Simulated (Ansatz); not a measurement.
# Relaxing an invented Ga structure

Computed with DFT PBE, scalar-relativistic, plane waves, PAW (Ansatz 0.2.0). Cutoff 420 eV, Gaussian smearing, Γ-centred meshes. Cell and atoms relax first on a coarse mesh and then on a finer one. In between, the cell is made exact in the group found at 0.06 Å. In metals the finer mesh still leaves noise of several meV/atom or more. The steps can't lower the symmetry of their start. No spin polarisation.

Recipe of this trial structure of Ga: random cell by space group and Wyckoff sites (Pm-3m, No. 221). The dimensions are guesses.

```
CELL_PARAMETERS angstrom
3.92025 0.00000 0.00000
0.00000 3.92025 0.00000
0.00000 0.00000 3.92025
ATOMIC_POSITIONS crystal
Ga 0.00000 0.50000 0.50000
Ga 0.50000 0.00000 0.50000
Ga 0.50000 0.50000 0.00000
```

Energies count from the standard state of Ga at the same level.

Problem. Where does the relaxation end?

Solution. The symmetry stays Pm-3m (No. 221). The volume per atom grows by 1.4 %, from 20.1 to 20.4 Å³. The shortest distance goes from 2.77 Å (Ga–Ga) to 2.79 Å (Ga–Ga). Conventional cell: a = 3.939 Å. Around Ga lie 8 Ga at 2.79 Å.

```xyz
3
Lattice="3.9388 0.0000 0.0000 0.0000 3.9388 0.0000 0.0000 0.0000 3.9388" Properties=species:S:1:pos:R:3 pbc="T T T"
Ga    0.0000    1.9694    1.9694
Ga    1.9694    0.0000    1.9694
Ga    1.9694    1.9694    0.0000
```

Problem. How does it come out in energy, and is it a metal?

Solution. The energy over the standard state is +0.07 eV/atom and the gap on the 12×12×12 mesh of the 3-atom cell is 0 eV (a metal).

It lies above the standard state, so it could only be metastable.

The last run used Gaussian smearing of 0.10 eV. A later test with randomly moved atoms came back to the same energy, though modes that don't fit the test's cell weren't probed.
